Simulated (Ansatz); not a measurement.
## KI (Pm-3m) under strain

KI (Pm-3m) from a database structure, relaxed with r2SCAN in Ansatz 0.2.0. Space group Pm-3m (No. 221), cubic; a = 4.291 Å in the conventional setting, 39.51 Å³ an atom. K has 8 I at 3.72 Å; I has 8 K at 3.72 Å.

The axes x, y and z are those of this cell:
```xyz
2
Lattice="4.2911 0.0000 0.0000 0.0000 4.2911 0.0000 0.0000 0.0000 4.2911" Properties=species:S:1:pos:R:3 pbc="T T T"
K     0.0000    0.0000    0.0000
I     2.1455    2.1455    2.1455
```

Unstrained: With PBE the valence top lies at M and the conduction bottom at Γ, 3.334 eV higher; the smallest vertical gap, at Γ, is 3.694 eV. The r2SCAN gap is indirect, 4.042 eV (M to Γ), below the direct gap of 4.410 eV at Γ. With HSE06 the valence top lies at M and the conduction bottom at Γ, 4.310 eV higher; the smallest vertical gap, at Γ, is 4.701 eV. Meshes: PBE 6×6×6, r2SCAN 6×6×6, HSE06 4×4×4. Strains are changes of length per length. After each strain the atoms were relaxed again with r2SCAN within the symmetry that the strain leaves, so tilts or polar shifts that break it weren't tested; points keep the names that they have in the unstrained zone. Calculated for a static, non-magnetic cell.

Changes of the least gap in eV (an overlap counts as a negative gap):

| strain | volume change (%) | space group | PBE | r2SCAN | HSE06 | G0W0@PBE (mesh) | energy rise, r2SCAN (meV/atom) |
| --- | --- | --- | --- | --- | --- | --- | --- |
| uniaxial -2.49 % along z | -2.5 | P4/mmm | -0.040 | -0.038 | -0.039 | -0.05 | 3.0 |
| isotropic +1.87 % on every length | +5.7 | Pm-3m | -0.133 | -0.151 | -0.144 | -0.12 | 5.0 |
| uniaxial +5.66 % along y | +5.7 | P4/mmm | -0.271 | -0.301 | -0.288 | -0.26 | 12.6 |
| uniaxial +1.52 % along x | +1.5 | P4/mmm | -0.068 | -0.074 | -0.072 | -0.06 | 0.9 |

Unstrained, G0W0@PBE with 329 empty bands, a screening cutoff of 150 eV and a 4×4×4 mesh gives 5.25 eV on its mesh; the band count follows the volume. No extrapolation in bands, cutoff or mesh was made for G0W0.

Uniaxial -2.49 % along z, other directions held. HSE06: the gap goes from 4.310 to 4.271 eV (-0.039 eV). Stress change with r2SCAN, compression positive: xx +0.11, yy +0.11, zz +0.98 GPa.

Isotropic +1.87 % on every length. HSE06: the gap goes from 4.310 to 4.166 eV (-0.144 eV). Stress change with r2SCAN, compression positive: xx -0.71, yy -0.71, zz -0.71 GPa. For HSE06, dE_g/d ln V = -2.6 eV over this step.

Uniaxial +5.66 % along y, other directions held. HSE06: the gap goes from 4.310 to 4.022 eV (-0.288 eV). Stress change with r2SCAN, compression positive: xx -0.15, yy -1.75, zz -0.15 GPa.

Uniaxial +1.52 % along x, other directions held. HSE06: the gap goes from 4.310 to 4.238 eV (-0.072 eV). Stress change with r2SCAN, compression positive: xx -0.53, yy -0.05, zz -0.05 GPa.

Spin-orbit coupling is left out, which matters wherever the heavy atoms make up the band edges.

The meshes of the hybrids are coarse, so their gaps aren't converged to the digits shown.
